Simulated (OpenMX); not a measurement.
The system is P.

```
P
1.0
     1.64774   -5.46504    0.00000
     1.64774    5.46504    0.00000
     0.00000    0.00000    4.54364
P
4
Direct
  0.90414 0.09586 0.58882
  0.09586 0.90414 0.41118
  0.59586 0.40414 0.08882
  0.40414 0.59586 0.91118
```

Program: OpenMX 3.8.5. Alike in all runs: task band structure; no spin polarisation; cell as given; smearing fermi-dirac 0.05 eV.

Problem. Order these runs on this cell by their pressure, lowest first.
A. level LDA; potentials or basis OpenMX 2013 LDA set, P7.0-s2p2d1f1, grid cutoff 300 Ry; k mesh 9 × 9 × 7
B. level PBE; potentials or basis OpenMX 2013 PBE set, P7.0-s2p2d1, grid cutoff 300 Ry; k mesh 7 × 7 × 5
C. level PBE; potentials or basis OpenMX 2013 PBE set, P7.0-s2p2d1f1, grid cutoff 300 Ry; k mesh 9 × 9 × 7

Solution. A (-0.8 GPa), C (3.4 GPa), B (5.3 GPa).

Caveats: the basis of atomic orbitals isn't converged, which shifts pressures, moduli and gaps.
